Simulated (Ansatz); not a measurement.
P: two-dimensional strain map

The calculation used Ansatz, DFT PBE+D3(BJ), scalar-relativistic, plane waves, PAW. The runs took a 420 eV cutoff, a Γ-centred 24×24×24 mesh and Gaussian smearing (0.15 eV). No spin polarisation. Energies are free energies at this smearing, counted from the undisturbed cell; pressure is positive in compression.

The undisturbed cell (relaxed at this level; with this scan's settings it stands at -0.1 GPa; this form isn't the usual structure):

```
CELL_PARAMETERS angstrom
1.71385 0.98949 2.91891
-1.71385 0.98949 2.91891
0.00000 -1.97898 2.91891
ATOMIC_POSITIONS crystal
P 0.23367 0.23367 0.23367
P 0.76633 0.76633 0.76633
```

The cell is strained by p along both x and y and by q along z, fractional coordinates fixed. Points are written (p, q).

Energy above the undisturbed cell in meV/atom (a dash: not computed):

```
 p \ q  -0.080  -0.040  0.000  0.040  0.080
-0.080   351.9   264.5  202.3      ?  143.3
-0.040       ?       –      –      –      –
 0.000    44.9       –    0.0      –   40.5
 0.080       ?       –  147.9      –  226.6
```

(1) Fill in the withheld energies.

Answers

(1) (-0.080, 0.040): 163.6; (-0.040, -0.080): 131.5; (0.080, -0.080): 135.9.